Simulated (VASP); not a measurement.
Here is a VASP 6.6.1 calculation.

INCAR

```
SYSTEM = Te2Mo
ALGO = Normal
EDIFF = 1E-8
ENCUT = 520
GGA = CA
ISIF = 2
ISMEAR = 0
KPAR = 4
LASPH = .True.
LCHARG = .False.
LEPSILON = .True.
LREAL = .False.
LWAVE = .False.
NELM = 100
PREC = Accurate
SIGMA = 0.02
```

Contents of KPOINTS:

```
k-points
0
Gamma
  10 10 2
  0 0 0
```

Contents of POSCAR:

```
Te2Mo
1.0
    3.5602328140      0.0000000000      0.0000000000
   -1.7801164070      3.0832520603      0.0000000000
    0.0000000000      0.0000000000     17.5240578200
Te Mo
2 1
Direct
    0.3333333333      0.6666666667      0.1021445500
    0.3333333333      0.6666666667      0.8978554500
    0.0000000000      0.0000000000      0.0000000000
```

Potentials or basis: VASP PAW LDA potentials, release 64 (Te, Mo_sv).

The run is started by

```sh
$ cat potpaw_LDA.64/Te/POTCAR potpaw_LDA.64/Mo_sv/POTCAR > POTCAR
$ mpirun -np 4 vasp_std > vasp.out
```

Problem. Predict the electronic dielectric tensor (diagonal).

Solution. 8.42, 8.42, 1.55.

Problem. What does it give for the Born charges (mean of the diagonal)?

Solution. Te +1.11; Mo -2.22 e.

Problem. Predict the band gap on the k mesh.

Solution. 1.22 eV, direct.

Born effective charge tensors (e):
atom 1, Te
```
1.61 0.00 0.00
0.00 1.61 0.00
0.00 0.00 0.13
```
atom 2, Te
```
1.61 0.00 0.00
0.00 1.61 0.00
0.00 0.00 0.13
```
atom 3, Mo
```
-3.21  0.00  0.00
 0.00 -3.21  0.00
 0.00  0.00 -0.25
```

Caveat: spin-orbit coupling is left out, which moves the levels of the heavy elements. LDA gaps usually lie below the measured ones, often by a third to a half.
